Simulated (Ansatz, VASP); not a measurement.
## One calculation of Ti, two programs

POSCAR

```
Ti
1.0
    0.0000000000      2.0300000000      2.0300000000
    2.0300000000      0.0000000000      2.0300000000
    2.0300000000      2.0300000000      0.0000000000
Ti
1
Direct
    0.0000000000      0.0000000000      0.0000000000
```

File INCAR.step1:

```
ALGO = Normal
EDIFF = 1E-4
ENCUT = 520
GGA = PE
ISMEAR = 1
LASPH = True
LCHARG = False
LREAL = False
LWAVE = True
NBANDS = 12
NELM = 100
PREC = Accurate
SIGMA = 0.2
```

INCAR.step2

```
ALGO = Normal
EDIFF = 1E-8
ENCUT = 520
ISIF = 2
ISMEAR = 1
ISTART = 1
IVDW = 13
LASPH = True
LCHARG = False
LEFG = True
LMIXTAU = True
LREAL = False
LWAVE = False
METAGGA = R2SCAN
NBANDS = 12
NELM = 100
PREC = Accurate
SIGMA = 0.2
VDW_A1 = 0.51559235
VDW_A2 = 5.77342911
VDW_S6 = 1.0
VDW_S8 = 0.6018749
```

KPOINTS

```
k-points
0
Gamma
  11 11 11
```

Contents of input.yaml:

```yaml
crystal:
  lattice:
    - [0.0, 2.03, 2.03]
    - [2.03, 0.0, 2.03]
    - [2.03, 2.03, 0.0]
  atoms:
    - { symbol: Ti, position: [0.0, 0.0, 0.0] }
hamiltonian:
  xc: r2scan
  pseudopotentials: { kind: paw }
  dispersion: d4
kpoints:
  mp_grid: { grid: [11, 11, 11] }
scf:
  occupations: { method: methfessel_paxton, width: 0.2 }
output:
  forces: true
  stress: true
  eigenvalues: true
  efg: {}
```

This isn't the form of Ti at room conditions, which is hcp.

Alike in both runs: task electric field gradients; functional r2SCAN; dispersion D4; k mesh 11 × 11 × 11; occupations methfessel-paxton of order 1, width 0.2 eV; no spin polarisation.

|  | VASP | Ansatz |
| --- | --- | --- |
| version | VASP 6.6.1 | Ansatz 0.2.0 |
| potentials or method | VASP PAW PBE potentials, release 64 (Ti_sv) | Ansatz PAW |
| plane-wave cutoff (eV) | 520 | 500 |
| valence electrons in the cell | 12 | 12 |

Ansatz gave:

```
gap on the k mesh at the Fermi level (eV)                      : none
pressure (GPa)                                                 : 3.5
dispersion energy (meV/atom)                                   : -69.8
Vzz of the field gradient on the site that differs most (V/Å²) : 0.0
```

Task: Estimate VASP's values.

Result: gap on the k mesh at the Fermi level (eV): none; pressure (GPa): 4.0; dispersion energy (meV/atom): -69.7; Vzz of the field gradient on the site that differs most (V/Å²): 0.0.

A gap of «none» marks a metal or a gap that the smearing closes.

Caveats: pairwise dispersion overbinds metals, which lowers pressure and volume; the PAW data sets were made with another functional, which shifts forces and pressure a little (VASP); the PAW data sets come from PBE, with cores solved anew for the run's functional, which leaves a small shift of forces and pressure (Ansatz).
